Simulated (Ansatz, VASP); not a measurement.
**Ag: VASP beside Ansatz**

INCAR

```
PREC = Accurate
ENCUT = 520
EDIFF = 1E-6
ISMEAR = 0
SIGMA = 0.1
LREAL = F
LASPH = T
NELM = 100
ALGO = Normal
ISIF = 2
LWAVE = F
LCHARG = T
GGA = PE
LELF = T
LVHAR = T
NBANDS = 24
```

The input KPOINTS:

```
Automatic mesh
0
Gamma
  6 6 6
```

Contents of POSCAR:

```
Ag
1.0
    4.8488709451      0.0000000000      0.0000000000
   -2.4244354725      4.1992454181      0.0000000000
    0.0000000000      0.0000000000      2.9725687098
Ag
3
Direct
    0.0000000000      0.0000000000      0.0000000000
    0.3333333333      0.6666666667      0.5000000000
    0.6666666667      0.3333333333      0.5000000000
```

Input for Ansatz:

```yaml
crystal:
  lattice:
    - [4.8488709451, 0.0, 0.0]
    - [-2.4244354725, 4.1992454181, 0.0]
    - [0.0, 0.0, 2.9725687098]
  atoms:
    - { symbol: Ag, position: [0.0, 0.0, 0.0] }
    - { symbol: Ag, position: [0.3333333333, 0.6666666667, 0.5] }
    - { symbol: Ag, position: [0.6666666667, 0.3333333333, 0.5] }
basis:
  ecutwfc: 420
kpoints:
  mp_grid: { grid: [6, 6, 6] }
hamiltonian:
  xc: pbe
scf:
  occupations: { method: gaussian, width: 0.1 }
  lower_state_search: "off"
output:
  forces: true
  stress: true
  eigenvalues: true
```

Alike in both runs: task single point; functional PBE; k mesh 6 × 6 × 6; occupations gaussian, width 0.1 eV; no spin polarisation.

|  | VASP | Ansatz |
| --- | --- | --- |
| version | VASP 6.6.1 | Ansatz 0.2.0 |
| potentials or method | VASP PAW PBE potentials, release 64 (Ag) | scalar-relativistic, plane waves, PAW |
| plane-wave cutoff (eV) | 520 | 420 |
| valence electrons in the cell | 33 | 57 |

VASP gave:

```
gap on the k mesh at the Fermi level (eV)       : none
pressure (GPa)                                  : -6.2
largest component of the traceless stress (GPa) : 1.42
```

Q: Which values does Ansatz return?

A: gap on the k mesh at the Fermi level (eV): none; pressure (GPa): -6.1; largest component of the traceless stress (GPa): 1.44.

A gap of «none» marks a metal or a gap that the smearing closes. With one functional, cell and mesh, what is left measures potentials, basis and numerics. The two sets of potentials don't hold the same shells in valence.
